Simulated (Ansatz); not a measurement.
**TePt: a stretch of c alone**

One table from this session's results is given with a row withheld; the runs are named, their logs left out.

Computed with Ansatz 0.2.0 (DFT PBEsol, scalar-relativistic, plane waves, PAW, unless a step's input says otherwise).

### The structure to begin with

Symmetry: P6_3/mmc, No. 194, hexagonal system. Conventional cell: a = 4.223 Å, b = 4.223 Å, c = 5.542 Å, α = 90.00°, β = 90.00°, γ = 120.00°. Te (site symmetry -6m2) is surrounded by 6 Pt at 2.80 Å. Around Pt (site symmetry -3m) lie 2 Pt at 2.77 Å and 6 Te at 2.80 Å.

As a file:

```cif
data_structure
_symmetry_space_group_name_H-M 'P 1'
_symmetry_Int_Tables_number 1
_cell_length_a 4.2231
_cell_length_b 4.2231
_cell_length_c 5.5416
_cell_angle_alpha 90.000
_cell_angle_beta 90.000
_cell_angle_gamma 120.000
_cell_volume 85.59
loop_
_atom_site_label
_atom_site_type_symbol
_atom_site_fract_x
_atom_site_fract_y
_atom_site_fract_z
_atom_site_occupancy
Te1 Te 0.33333 0.66667 0.25000 1
Te2 Te 0.66667 0.33333 0.75000 1
Pt1 Pt 0.00000 0.00000 0.00000 1
Pt2 Pt 0.00000 0.00000 0.50000 1
```

This cell was relaxed beforehand with the same method: volume 21.40 Å³/atom, gap on the mesh none (metal).

The unstrained cell comes from an earlier run at this level (4 atoms, E(σ→0) -38571.4940 eV, gap none (metal)).

Set-up of the first run:

input.yaml

```yaml
crystal:
  lattice:
    - [4.2231471745, 0.0, 0.0]
    - [-2.1115735872, 3.657352737, 0.0]
    - [0.0, 0.0, 5.4862327676]
  atoms:
    - { symbol: Te, position: [0.3333333333, 0.6666666667, 0.25] }
    - { symbol: Te, position: [0.6666666667, 0.3333333333, 0.75] }
    - { symbol: Pt, position: [0.0, 0.0, 0.0] }
    - { symbol: Pt, position: [0.0, 0.0, 0.5] }
basis:
  ecutwfc: 420
kpoints:
  mp_grid: { grid: [12, 12, 10] }
hamiltonian:
  xc: pbesol
scf:
  occupations: { method: gaussian, width: 0.1 }
output:
  forces: true
  stress: true
  eigenvalues: true
```

Command:

```sh
$ ansatz run input.yaml --threads 1 --pin off --max-ram 2560MiB --backend cpu --events-out ev --progress --plain --runs-dir out
```

Steps of the session up to this table: The cell strained by -1.0 %; The cell strained by +1.0 %; The cell strained by -2.0 %; The cell strained by +2.0 %; The cell strained by -3.0 %; The cell strained by +3.0 %.

One of the session's tables, all rows but one given; the rest of the session is left out.

Lengths are those of the vectors of the cell that was run; stresses in GPa:

```
strain (%)  ΔE (meV/atom)  c (Å)
      -3.0           15.0  5.375
      -2.0            6.4  5.431
      -1.0            1.5  5.486
      +0.0            0.0  5.542
      +1.0            1.6  5.597
      +2.0              ?      ?
      +3.0           12.6  5.708
```

Estimate the missing values for strain (%) = +2.0.

Worked estimate for «ΔE (meV/atom)». A straight line through the neighbours (1.0, 1.6) and (3.0, 12.6) gives 1.6 + (12.6 − 1.6) × (2.0 − 1.0) / (3.0 − 1.0) = 7.1; a parabola fitted to 3 rows on both sides gives 5.8.

As computed: ΔE (meV/atom): 5.9; c (Å): 5.652. In «ΔE (meV/atom)» the line misses by +1.2 and the parabola by -0.1.

ΔE is over the unstrained cell. Stress in GPa, positive in compression, on the Cartesian axes of the input. 
